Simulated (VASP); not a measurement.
**Input and output of a VASP r²SCAN single-point calculation on LiF (strained rocksalt)**

INCAR

```
LREAL = .FALSE.
EDIFF = 1E-7
ENCUT = 520
ISIF = 2
ISMEAR = 0
METAGGA = R2SCAN
IBRION = -1
NELM = 120
PREC = Accurate
LWAVE = .FALSE.
LCHARG = .FALSE.
LASPH = .TRUE.
ALGO = Normal
NSW = 0
NBANDS = 12
SIGMA = 0.01
```

KPOINTS

```
KPOINTS created by Atomic Simulation Environment
0
Gamma
10 10 10
0 0 0
```

KPOINTS_OPT

```
special points
6
Reciprocal
0.0000000000 0.0000000000 0.0000000000 1
0.5000000000 0.0000000000 0.5000000000 1
0.6250000000 0.2500000000 0.6250000000 1
0.3750000000 0.3750000000 0.7500000000 1
0.5000000000 0.5000000000 0.5000000000 1
0.5000000000 0.2500000000 0.7500000000 1
```

POSCAR

```
Li F
 1.0000000000000000
    -0.0186235506000000    1.9961969043000001    1.9961969043000001
     1.9961969043000001   -0.0186235506000000    1.9961969043000001
     1.9961969043000001    1.9961969043000001   -0.0186235506000000
 Li  F
   1   1
Cartesian
  0.0000000000000000  0.0000000000000000  0.0000000000000000
  1.9868851289999998  1.9868851289999998  1.9868851289999998
```

VASP ran with the recommended PBE PAW datasets (10 valence electrons in the cell).

Command

```
mpirun -np 1 vasp_std
```

OSZICAR

```
N       E                     dE             d eps       ncg     rms          rms(c)
DAV:   1     0.274820234068E+02    0.27482E+02   -0.55555E+03  2928   0.864E+02
DAV:   2    -0.139211628880E+02   -0.41403E+02   -0.40289E+02  3372   0.193E+02
DAV:   3    -0.149614028574E+02   -0.10402E+01   -0.10367E+01  3828   0.268E+01
DAV:   4    -0.149729261844E+02   -0.11523E-01   -0.11522E-01  3172   0.270E+00
DAV:   5    -0.149730505393E+02   -0.12435E-03   -0.12435E-03  3956   0.217E-01    0.389E+00
DAV:   6    -0.119016531235E+02    0.30714E+01   -0.68837E-01  2868   0.611E+00    0.151E+00
DAV:   7    -0.119014986223E+02    0.15450E-03   -0.47581E-01  3316   0.486E+00    0.120E+00
DAV:   8    -0.120359313236E+02   -0.13443E+00   -0.10396E+00  3028   0.695E+00    0.260E+00
DAV:   9    -0.119017106194E+02    0.13422E+00   -0.68893E-01  2936   0.536E+00    0.101E-01
DAV:  10    -0.119009805037E+02    0.73012E-03   -0.58877E-03  3236   0.791E-01    0.116E-01
DAV:  11    -0.119009403684E+02    0.40135E-04   -0.12857E-04  3220   0.108E-01    0.693E-02
DAV:  12    -0.119008602669E+02    0.80101E-04   -0.54422E-04  3164   0.156E-01    0.497E-03
DAV:  13    -0.119008605446E+02   -0.27770E-06   -0.49990E-06  3388   0.210E-02    0.166E-03
DAV:  14    -0.119008608397E+02   -0.29513E-06   -0.10558E-07  3512   0.300E-03    0.828E-04
DAV:  15    -0.119008606182E+02    0.22156E-06   -0.74305E-08  1712   0.198E-03    0.862E-05
DAV:  16    -0.119008605744E+02    0.43739E-07   -0.18715E-09  1556   0.415E-04
   1 F= -.11900861E+02 E0= -.11900861E+02  d E =-.187553E-94
       N       E                     dE             ncg
DAV:   1     0.143801621769E+03   -0.33778E+04      144
DAV:   2    -0.168214345134E+03   -0.31202E+03      180
DAV:   3    -0.176277566513E+03   -0.80632E+01      188
DAV:   4    -0.176358358072E+03   -0.80792E-01      180
DAV:   5    -0.176359296922E+03   -0.93885E-03      204
DAV:   6    -0.176359302730E+03   -0.58077E-05      188
DAV:   7    -0.176359302791E+03   -0.61650E-07      192
```

From OUTCAR

```
k-points           NKPTS =    116   k-points in BZ     NKDIM =    116   number of bands    NBANDS=     12

   NELECT =      10.0000    total number of electrons

   dimension x,y,z NGX =    24 NGY =   24 NGZ =   24
   dimension x,y,z NGXF=    48 NGYF=   48 NGZF=   48

  energy-cutoff  :      520.00
  volume of cell :       16.13
      direct lattice vectors                 reciprocal lattice vectors
    -0.018623551  1.996196904  1.996196904    -0.246998033  0.249324107  0.249324107
     1.996196904 -0.018623551  1.996196904     0.249324107 -0.246998033  0.249324107
     1.996196904  1.996196904 -0.018623551     0.249324107  0.249324107 -0.246998033

 k-points in reciprocal lattice and weights: KPOINTS created by Atomic Simulation Env
   0.00000000  0.00000000  0.00000000       0.001
   0.10000000  0.00000000  0.00000000       0.006
   0.20000000  0.00000000  0.00000000       0.006
   0.30000000  0.00000000  0.00000000       0.006
   0.40000000  0.00000000 -0.00000000       0.006
   0.50000000 -0.00000000 -0.00000000       0.003
   0.10000000  0.10000000  0.00000000       0.006
   0.20000000  0.10000000  0.00000000       0.012
   ...

 E-fermi :  -1.3677

 k-point     1 :       0.0000    0.0000    0.0000
  band No.  band energies     occupation
      1     -43.6048      2.00000
      2     -22.6929      2.00000
      3      -1.5867      2.00000
      4      -1.5867      2.00000
      5      -1.5112      2.00000
      6       8.8311      0.00000
      7      23.8881      0.00000
      8      23.8881      0.00000
      9      24.3718      0.00000
     10      24.6368      0.00000
     11      24.6368      0.00000
     12      24.7996      0.00000

 k-point     2 :       0.1000    0.0000    0.0000
  band No.  band energies     occupation
      1     -43.5991      2.00000
      2     -22.6557      2.00000
      3      -1.8612      2.00000
      4      -1.6096      2.00000
      5      -1.5440      2.00000
      6       9.1116      0.00000
      7      21.1257      0.00000
      8      22.9039      0.00000
      9      23.1460      0.00000
     10      25.2964      0.00000
     11      25.6122      0.00000
     12      25.8885      0.00000

 k-point     3 :       0.2000    0.0000    0.0000
  band No.  band energies     occupation
      1     -43.5843      2.00000
      2     -22.5561      2.00000
      3      -2.5434      2.00000
      4      -1.6685      2.00000
      5      -1.6105      2.00000
      6       9.7377      0.00000
      7      18.6072      0.00000
      8      21.3977      0.00000
      9      21.5842      0.00000
     10      26.5131      0.00000
     11      26.7996      0.00000
     12      26.9917      0.00000

 k-point     4 :       0.3000    0.0000    0.0000
  band No.  band energies     occupation
      1     -43.5658      2.00000
      2     -22.4278      2.00000
      3      -3.3085      2.00000
      4      -1.7389      2.00000
      5      -1.6889      2.00000
      6      10.2423      0.00000
      7      17.1682      0.00000
      8      20.0968      0.00000
      9      20.2708      0.00000
     10      28.2077      0.00000
     11      28.2590      0.00000
     12      28.6555      0.00000

 k-point     5 :       0.4000    0.0000   -0.0000
  band No.  band energies     occupation
      1     -43.5509      2.00000
      2     -22.3200      2.00000
      3      -3.8823      2.00000
      4      -1.7940      2.00000
      5      -1.7504      2.00000
      6      10.3778      0.00000
      7      16.7159      0.00000
      8      19.2517      0.00000
      9      19.4251      0.00000
     10      29.8974      0.00000
     11      30.0399      0.00000
     12      30.4684      0.00000

 k-point     6 :       0.5000   -0.0000   -0.0000
  band No.  band energies     occupation
      1     -43.5453      2.00000
      2     -22.2781      2.00000
      3      -4.0932      2.00000
      4      -1.8146      2.00000
      5      -1.7735      2.00000
      6      10.3595      0.00000
      7      16.6799      0.00000
      8      18.9607      0.00000
      9      19.1334      0.00000
     10      30.9806      0.00000
     11      30.9893      0.00000
     12      31.3980      0.00000

 k-point     7 :       0.1000    0.1000    0.0000
  band No.  band energies     occupation
      1     -43.5972      2.00000
      2     -22.6416      2.00000
      3      -1.8201      2.00000
      4      -1.6904      2.00000
      5      -1.6318      2.00000
      6       9.2285      0.00000
      7      21.7969      0.00000
      8      22.2017      0.00000
      9      22.4637      0.00000
     10      23.1022      0.00000
     11      27.2742      0.00000
     12      27.4704      0.00000

 k-point     8 :       0.2000    0.1000    0.0000
  band No.  band energies     occupation
      1     -43.5855      2.00000
      2     -22.5593      2.00000
      3      -2.3593      2.00000
      4      -1.7527      2.00000
      5      -1.7137      2.00000
      6       9.8060      0.00000
      7      19.1937      0.00000
      8      21.5022      0.00000
      9      21.6640      0.00000
     10      23.2661      0.00000
     11      28.4375      0.00000
     12      28.8321      0.00000

 k-point     9 :       0.3000    0.1000   -0.0000
  band No.  band energies     occupation
      1     -43.5683      2.00000
      2     -22.4363      2.00000
      3      -3.0952      2.00000
      4      -1.8438      2.00000
      5      -1.8012      2.00000
      6      10.4520      0.00000
      7      17.3450      0.00000
      8      20.3232      0.00000
      9      20.5521      0.00000
     10      24.8480      0.00000
     11      29.6704      0.00000
     12      30.0175      0.00000

 k-point    10 :       0.4000    0.1000   -0.0000
  band No.  band energies     occupation
      1     -43.5524      2.00000
      2     -22.3179      2.00000
      3      -3.7184      2.00000
      4      -1.9421      2.00000
      5      -1.8738      2.00000
      6      10.7756      0.00000
      7      16.5285      0.00000
      8      19.4717      0.00000
      9      19.7176      0.00000
     10      26.7463      0.00000
     11      31.0692      0.00000
     12      31.3125      0.00000

 k-point    11 :       0.5000    0.1000    0.0000
  band No.  band energies     occupation
      1     -43.5438      2.00000
      2     -22.2527      2.00000
      3      -4.0343      2.00000
      4      -2.0517      2.00000
      5      -1.8602      2.00000
      6      10.8057      0.00000
      7      16.3438      0.00000
      8      19.1288      0.00000
      9      19.2819      0.00000
     10      28.6673      0.00000
     11      31.4658      0.00000
     12      31.7358      0.00000

 k-point    12 :      -0.4000    0.1000    0.0000
  band No.  band energies     occupation
      1     -43.5457      2.00000
      2     -22.2687      2.00000
      3      -3.9535      2.00000
      4      -2.1061      2.00000
      5      -1.7886      2.00000
      6      10.7968      0.00000
      7      16.3137      0.00000
      8      19.2369      0.00000
      9      19.3653      0.00000
     10      29.6954      0.00000
     11      30.4319      0.00000
     12      30.6741      0.00000

 k-point    13 :      -0.3000    0.1000   -0.0000
  band No.  band energies     occupation
      1     -43.5575      2.00000
      2     -22.3593      2.00000
      3      -3.5027      2.00000
      4      -2.0789      2.00000
      5      -1.6873      2.00000
      6      10.6788      0.00000
      7      16.5732      0.00000
      8      19.7842      0.00000
      9      19.9383      0.00000
     10      28.1784      0.00000
     11      28.5260      0.00000
     12      30.5132      0.00000

 k-point    14 :      -0.2000    0.1000    0.0000
  band No.  band energies     occupation
      1     -43.5746      2.00000
      2     -22.4855      2.00000
      3      -2.8261      2.00000
      4      -1.9693      2.00000
      5      -1.5935      2.00000
      6      10.2060      0.00000
      7      17.6374      0.00000
      8      20.5640      0.00000
      9      21.0706      0.00000
     10      26.2694      0.00000
     11      27.1411      0.00000
     12      29.4604      0.00000

 k-point    15 :      -0.1000    0.1000    0.0000
  band No.  band energies     occupation
      1     -43.5906      2.00000
      2     -22.5978      2.00000
      3      -2.1874      2.00000
      4      -1.7852      2.00000
      5      -1.5421      2.00000
      6       9.5340      0.00000
      7      19.5359      0.00000
      8      21.4612      0.00000
      9      22.5885      0.00000
     10      24.9617      0.00000
     11      26.2003      0.00000
     12      28.0359      0.00000

 ...

  Total       -0.2001536     -0.2001536     -0.2001536      0.0623077      0.0623077      0.0623077
  in kB      -19.8791831    -19.8791831    -19.8791831      6.1883780      6.1883780      6.1883780
  external PRESSURE =     -19.8791831 kB  Pullay stress =       0.0000000 kB

 POSITION                                       TOTAL-FORCE (eV/Angst)
 -----------------------------------------------------------------------------------
      0.00000      0.00000      0.00000        -0.000000      0.000000     -0.000000
      1.98689      1.98689      1.98689         0.000000     -0.000000      0.000000
 -----------------------------------------------------------------------------------
    total drift:                               -0.000000     -0.000000      0.000000

  FREE ENERGIE OF THE ION-ELECTRON SYSTEM (eV)
  ---------------------------------------------------
  free  energy   TOTEN  =       -11.9008605744 eV

  energy  without entropy=      -11.9008605744  energy(sigma->0) =      -11.90086057
```

| Quantity | Value |
| --- | --- |
| gap between bands v and c | 10.34 eV |
| least direct gap | 10.34 eV |
| pressure | -2.0 GPa |

Band v is the last that the valence electrons fill when counted band by band, and c is the next.

The run took about 57 s on one core of a shared host (Intel Xeon Platinum 8488C) and held 0.16 GiB at most.
